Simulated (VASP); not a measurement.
# NiO (Fm-3m) in VASP: notebook, part 2 of 2

VASP 6.6.1.

## Step 4: Vibrations by finite differences, PBE, collinear spin, ferromagnetic start

This run uses another cell than the first one, of 9.36 Å³/atom, 1.032 times its volume.

Input file INCAR:

```
SYSTEM = NiO
ALGO     = Normal         ! electronic algorithm
EDIFF    = 1E-8           ! SCF threshold, eV
ENCUT    = 520            ! plane-wave cutoff, eV
GGA      = PE             ! functional
IBRION   = 6              ! ionic algorithm
ISIF     = 3              ! what is computed and relaxed
ISMEAR   = 0              ! smearing method
ISPIN    = 2              ! spin polarisation
LASPH    = .True.         ! aspherical terms in the spheres
LCHARG   = .False.        ! write CHGCAR
LMAXMIX  = 4              ! l up to which the mixer works
LORBIT   = 11             ! projections on sites
LREAL    = .False.        ! projectors in reciprocal space
LWAVE    = .False.        ! write WAVECAR
MAGMOM   = 2 0            ! initial moments
NBANDS   = 19             ! bands
NELM     = 150            ! most SCF steps
NFREE    = 2            
NSW      = 1              ! ionic steps
POTIM    = 0.015          ! step
PREC     = Accurate       ! precision mode
SIGMA    = 0.02           ! smearing width, eV
```

Input file KPOINTS:

```
k-points
0
Gamma
  12 12 12
  0 0 0
```

Input file POSCAR:

```
NiO                                     
1.0
   -0.0000000000      2.1076051442      2.1076051442
    2.1076051442      0.0000000000      2.1076051442
    2.1076051442      2.1076051442      0.0000000000
  Ni              O             
     1     1
Direct
     0.0000000000000000    0.0000000000000000    0.0000000000000000
     0.5000000000000000    0.5000000000000000    0.5000000000000000
```

Potentials or basis: VASP PAW PBE potentials, release 64 (Ni, O).

On the command line:

```bash
$ cat potpaw_PBE.64/Ni/POTCAR potpaw_PBE.64/O/POTCAR > POTCAR
$ mpirun -np 1 vasp_std > vasp.out
```

OUTCAR:

```text
SYSTEM = NiO
   EDIFF = 1E-8
   ENCUT = 520
   GGA = PE
   IBRION = 6
   ISIF = 3
   ISMEAR = 0
   ISPIN = 2
   LASPH = .True.
   LORBIT = 11
   LREAL = .False.
   NELM = 150
   NFREE = 2
   NSW = 1
   POTIM = 0.015
   PREC = Accurate

 ion  position               nearest neighbor table
   1  0.000  0.000  0.000-   2 2.11   2 2.11   2 2.11   2 2.11   2 2.11   2 2.11
   2  0.500  0.500  0.500-   1 2.11   1 2.11   1 2.11   1 2.11   1 2.11   1 2.11

  LATTYP: Found a face centered cubic cell.
 ALAT       =     4.2152102884

  Lattice vectors:

 A1 = (   0.0000000000,   2.1076051442,   2.1076051442)
 A2 = (   2.1076051442,   0.0000000000,   2.1076051442)
 A3 = (   2.1076051442,   2.1076051442,   0.0000000000)

Analysis of symmetry for initial positions (statically):
=====================================================================
 Subroutine PRICEL returns:
 Original cell was already a primitive cell.

 Routine SETGRP: Setting up the symmetry group for a
 face centered cubic supercell.

 Subroutine GETGRP returns: Found 48 space group operations
 (whereof 48 operations were pure point group operations)
 out of a pool of 48 trial point group operations.

The static configuration has the point symmetry O_h .

Analysis of symmetry for dynamics (positions and initial velocities):
=====================================================================
 Subroutine PRICEL returns:
 Original cell was already a primitive cell.

[... 1474 lines left out ...]
  x     0.00000     0.00000     0.00000     0.00000     0.00000    -0.00000
  y    -0.00000     0.00000     0.00000     0.00000    -0.00000     0.00000
  z     0.00000    -0.00000     0.00000     0.00000     0.00000     0.00000

 INTERNAL STRAIN TENSORS FROM DISPLACED ATOMS
 ============================================

 INTERNAL STRAIN TENSOR FOR ION    1 for displacements in x,y,z  (eV/Angst):
          X           Y           Z          XY          YZ          ZX
  --------------------------------------------------------------------------------
  x     0.00000     0.00000     0.00000     0.00000     0.00000     0.00000
  y     0.00000     0.00000     0.00000     0.00000     0.00000     0.00000
  z     0.00000     0.00000     0.00000     0.00000     0.00000     0.00000

 INTERNAL STRAIN TENSOR FOR ION    2 for displacements in x,y,z  (eV/Angst):
          X           Y           Z          XY          YZ          ZX
  --------------------------------------------------------------------------------
  x     0.00000     0.00000     0.00000     0.00000     0.00000     0.00000
  y     0.00000     0.00000     0.00000     0.00000     0.00000     0.00000
  z     0.00000     0.00000     0.00000     0.00000     0.00000     0.00000

 Eigenvectors and eigenvalues of the dynamical matrix
 ----------------------------------------------------

   1 f  =    5.892906 THz    37.026220 2PiTHz  196.566181 cm-1    24.371089 meV
             X         Y         Z           dx          dy          dz
      0.000000  0.000000  0.000000     0.464055   -0.000000   -0.000000
      2.107605  2.107605  2.107605    -0.885806    0.000000   -0.000000
[... 21 lines left out ...]
   6 f/i=    0.008096 THz     0.050868 2PiTHz    0.270050 cm-1     0.033482 meV
             X         Y         Z           dx          dy          dz
      0.000000  0.000000  0.000000    -0.087622   -0.110139    0.874554
      2.107605  2.107605  2.107605    -0.045903   -0.057699    0.458160

--------------------------------------------------------------------------------------------------------

 ELASTIC MODULI CONTR FROM IONIC RELAXATION (kBar)
 Direction    XX          YY          ZZ          XY          YZ          ZX
 --------------------------------------------------------------------------------
 XX           0.0000      0.0000      0.0000      0.0000      0.0000      0.0000
 YY           0.0000      0.0000      0.0000      0.0000      0.0000      0.0000
 ZZ           0.0000      0.0000      0.0000      0.0000      0.0000      0.0000
 XY           0.0000      0.0000      0.0000      0.0000      0.0000      0.0000
 YZ           0.0000      0.0000      0.0000      0.0000      0.0000      0.0000
 ZX           0.0000      0.0000      0.0000      0.0000      0.0000      0.0000
 --------------------------------------------------------------------------------

 TOTAL ELASTIC MODULI (kBar)
 Direction    XX          YY          ZZ          XY          YZ          ZX
 --------------------------------------------------------------------------------
 XX        2087.9632   1290.9547   1290.9547     -0.0000      0.0000      0.0000
 YY        1290.9547   2087.9632   1290.9547      0.0000     -0.0000     -0.0000
 ZZ        1290.9547   1290.9547   2087.9632     -0.0000     -0.0000     -0.0000
 XY          -0.0000      0.0000     -0.0000    593.8810      0.0000      0.0000
 YZ           0.0000     -0.0000     -0.0000      0.0000    593.8810      0.0000
 ZX           0.0000     -0.0000     -0.0000      0.0000      0.0000    593.8810
 --------------------------------------------------------------------------------

 total charge

# of ion       s       p       d       tot
------------------------------------------
    1        0.324   0.385   8.223   8.932
    2        1.556   3.412   0.000   4.968
--------------------------------------------------
tot          1.880   3.796   8.223  13.900

 magnetization (x)

# of ion       s       p       d       tot
------------------------------------------
    1        0.011   0.015   1.452   1.478
    2        0.027   0.250   0.000   0.278
--------------------------------------------------
tot          0.039   0.265   1.452   1.755
```

OSZICAR:

```text
N       E                     dE             d eps       ncg     rms          rms(c)
DAV:   1     0.842844177737E+02    0.84284E+02   -0.74672E+03  5851   0.109E+03
DAV:   2    -0.861360958564E+01   -0.92898E+02   -0.80611E+02  5623   0.234E+02
DAV:   3    -0.138225787898E+02   -0.52090E+01   -0.50645E+01  6310   0.564E+01
[... 15 lines left out ...]
DAV:   4    -0.114782175388E+02   -0.52095E-04   -0.12414E-04 13631   0.101E-01    0.299E-02
DAV:   5    -0.114782215929E+02   -0.40540E-05   -0.11753E-05 14365   0.302E-02    0.132E-02
DAV:   6    -0.114782207815E+02    0.81143E-06   -0.10134E-06 13599   0.952E-03    0.757E-03
DAV:   7    -0.114782211656E+02   -0.38415E-06   -0.71640E-07 13706   0.789E-03    0.155E-03
DAV:   8    -0.114782211614E+02    0.42496E-08   -0.98154E-08 13360   0.319E-03
  17 F= -.11478221E+02 E0= -.11478092E+02  d E =-.258620E-03  mag=     1.8000
```

stdout:

```text
POSCAR found type information on POSCAR NiO
 POSCAR found :  2 types and       2 ions
 scaLAPACK will be used
 LDA part: xc-table for (Slater+PW92), standard interpolation
 POSCAR, INCAR and KPOINTS ok, starting setup
 FFT: planning ... GRIDC
 FFT: planning ... GRID_SOFT
 FFT: planning ... GRID
 WAVECAR not read
 entering main loop
 Found     2 degrees of freedom:
 Adding 6 more for cell shape distortion
 Finite differences POTIM= 0.01500 DOF=   8
 bond charge predicted
 Finite differences progress:
 bond charge predicted
 Finite differences progress:
 bond charge predicted
 Finite differences progress:
 bond charge predicted
 Finite differences progress:
 bond charge predicted
 Finite differences progress:
 bond charge predicted
 Finite differences progress:
 bond charge predicted
 Finite differences progress:
 bond charge predicted
 Finite differences progress:
 bond charge predicted
 Finite differences progress:
 bond charge predicted
 Finite differences progress:
 bond charge predicted
 Finite differences progress:
 bond charge predicted
 Finite differences progress:
 bond charge predicted
 Finite differences progress:
 bond charge predicted
 Finite differences progress:
 bond charge predicted
 Finite differences progress:
 bond charge predicted
 Finite differences progress:
```

Wall time 14 min (1 thread of Intel Xeon 6975P-C (Granite Rapids), shared host); peak memory 0.57 GiB.

Results:

- Net moment: 1.80 μB per cell
- Site moments: Ni +1.48; O +0.28 μB
- Valence electrons inside the program's atomic spheres: Ni 8.93; O 4.97
- Elastic constants C11, C12, C44: 209, 129, 59 GPa
- Voigt bulk modulus: 156 GPa
- Highest phonon frequency at Γ: 197 cm⁻¹

Phonon frequencies in cm⁻¹ (negative: imaginary):
| q point | frequencies |
| --- | --- |
| (0.000, 0.000, 0.000) | 0 0 0 197 197 197 |

Elastic tensor in Voigt notation (GPa, in the Cartesian axes of the cell as first typed):
```
209 129 129   0   0   0
129 209 129   0   0   0
129 129 209   0   0   0
  0   0   0  59   0   0
  0   0   0   0  59   0
  0   0   0   0   0  59
```

Clamped-ion elastic tensor (GPa):
```
209 129 129   0   0   0
129 209 129   0   0   0
129 129 209   0   0   0
  0   0   0  59   0   0
  0   0   0   0  59   0
  0   0   0   0   0  59
```

Caveat: elastic constants of metals need much finer meshes, so these are rough; a cell with one magnetic atom can't hold antiferromagnetic order, which such compounds often take; semilocal functionals often make such compounds metallic where correlation or magnetic order opens a gap, which also shifts bond lengths.
